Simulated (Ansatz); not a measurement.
**SiO₂: field gradients at two levels of theory**

Cell: a computed structure from the Materials Project (it need not be an observed phase).

Space group I4/mmm (No. 139); a = 8.9441, c = 5.2235 Å.

| site | Wyckoff | site symmetry | x | y | z |
| --- | --- | --- | --- | --- | --- |
| Si | 8h | m.2m | 0.1769 | 0.1769 | 0.0000 |
| O5 | 8f | ..2/m | 0.2500 | 0.2500 | 0.2500 |
| O9 | 8i | m2m. | 0.2085 | 0.0000 | 0.0000 |

One atom of each set is listed; the run and its k-mesh use a cell of 12 atoms with edges of 6.84, 6.84, 6.84 Å.

First run. Level of theory: DFT, PBE, plane waves and PAW, scalar-relativistic, 420 eV cutoff, Γ-centred 5×5×5 k-points, Fermi–Dirac smearing 0.02 eV (Ansatz 0.2.0).

```
site  V_zz (10²¹ V/m²)     η
  Si              0.45  0.78
  O5             10.30  0.00
  O9              9.88  0.05
```

Second run. The same atoms and settings, except that the functional is r2SCAN and the cutoff is 500 eV.

(1) Given the first result, estimate the second.

## Answers

(1) 

```tsv
site	V_zz	η	change of V_zz
Si	0.44	0.76	-0.01
O5	10.19	0.01	-0.11
O9	9.76	0.05	-0.12
```

The largest change of V_zz is on O9, from 9.88 to 9.76. In per cent, |V_zz| changes by -1 on O (all sites that start above 0.5).
